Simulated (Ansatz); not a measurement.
Crystal: CoO.

```xyz
2
Lattice="0.0000 2.1315 2.1315 2.1315 0.0000 2.1315 2.1315 2.1315 0.0000" Properties=species:S:1:pos:R:3 pbc="T T T"
Co    0.0000    0.0000    0.0000
O     2.1315    2.1315    2.1315
```

Base run:

```yaml
Program: Ansatz 0.2.0
Functional: PBEsol
Potentials_or_basis: all-electron LAPW, scalar-relativistic
Cutoff: 360 eV (chosen from the basis error)
Basis_error_allowed: 0.001 eV/atom
k_mesh: 11 × 11 × 11
Occupations: fermi-dirac, width 0.05 eV
Spin: collinear spin, ferromagnetic start
Starting_moments: "[2.0, 0.0] μB"
```

Its results: pressure -10.8 GPa; net moment 2.96 μB per cell; site moments Co +2.60; O +0.34 μB.

**Question.** The run is repeated on the same cell with these changes: functional from PBEsol to PBE. What comes out?

**Answer.** Pressure -1.9 GPa; net moment 2.93 μB per cell; site moments Co +2.59; O +0.32 μB.

PBE binds less tightly than PBEsol, so the same cell stands under more pressure.

Caveats: a cell with one magnetic atom can't hold antiferromagnetic order, which such compounds often take.
